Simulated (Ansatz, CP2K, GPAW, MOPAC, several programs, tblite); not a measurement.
# AlN: cheap methods against density-functional theory

How much accuracy does each second buy? AlN is computed with 11 methods, from the cheapest up to r2SCAN.

Program: MOPAC, tblite, CP2K, GPAW, Ansatz (versions at each run). Level of theory: no spin polarisation, static lattice; gaps from single points on the cell relaxed beforehand with r²SCAN. These are calculated values, not measurements.

## Step 1: The starting structure

Symmetry: P6_3/mmc, No. 194, hexagonal system. Conventional cell: a = 3.292 Å, b = 3.292 Å, c = 4.137 Å, α = 90.00°, β = 90.00°, γ = 120.00°. Al (site symmetry -6m2) has 5 N at 1.90 to 2.07 Å as nearest neighbours. Around N (site symmetry -6m2) lie 5 Al at 1.90 to 2.07 Å.

Coordinates:

```
Al N
1.0
     3.29235    0.00000    0.00000
    -1.64617    2.85126    0.00000
     0.00000    0.00000    4.13696
Al N
2 2
Cartesian
  0.0000 1.9008 1.0342
  1.6462 0.9504 3.1027
  1.6462 0.9504 1.0342
  0.0000 1.9008 3.1027
```

The structure type (flat hexagonal layers, h-BN or h-MgO type) is imposed and need not be the compound's stable one.

**Question.** The methods are PM6, PM7, GFN1-xTB (tblite), GFN2-xTB (tblite), PBE/DZVP, PBE/single-zeta, PBE/SZV, coarse PBE, GLLB-SC, PBE, r2SCAN. What gap does r2SCAN give on this cell, and which other methods (full PBE left aside) come nearest to r2SCAN and farthest in gap, volume and bulk modulus?

```
                                               quantity                                             value
                                                 r2SCAN             gap 4.03 eV, 9.71 Å³/atom, B₀ 227 GPa
         gap: nearest and farthest of the other methods  PBE/SZV (+0.33 eV), GFN1-xTB (tblite) (-4.01 eV)
      volume: nearest and farthest of the other methods              PBE/DZVP (+2.1 %), PBE/SZV (+11.2 %)
bulk modulus: nearest and farthest of the other methods                 PBE/DZVP (-11 %), PBE/SZV (-26 %)
```

In words: For the gap, of the 8 methods compared (full PBE left aside), PBE/SZV comes nearest to r2SCAN and GFN1-xTB (tblite) is farthest. Among the 3 methods compared for the volume (full PBE left aside), PBE/DZVP is nearest to r2SCAN and PBE/SZV farthest. Among the 3 methods compared for the bulk modulus (full PBE left aside), PBE/DZVP is nearest to r2SCAN and PBE/SZV farthest. A minimal basis or a coarse cutoff and mesh shifts results by its own error, so closeness to r2SCAN can be chance. Cluster runs see only the k-points that fold onto the zone centre, so their gaps can miss the band edges. GLLB-SC is compared with its derivative discontinuity added. PM6 ended in an unphysical state and is left out of the comparison. No volume is given for PM7, GFN1-xTB (tblite), PBE/single-zeta, coarse PBE, which can hide a larger miss. CPU times run from 0.51 s (coarse PBE) to 50 s (PBE/single-zeta). On this cell PM6, PM7, GFN2-xTB (tblite), PBE/DZVP, PBE/single-zeta, PBE/SZV, GLLB-SC cost more than r2SCAN itself (5.6 s), so they are no saving here. r2SCAN is a yardstick, not the truth: it usually gives gaps below the measured ones.
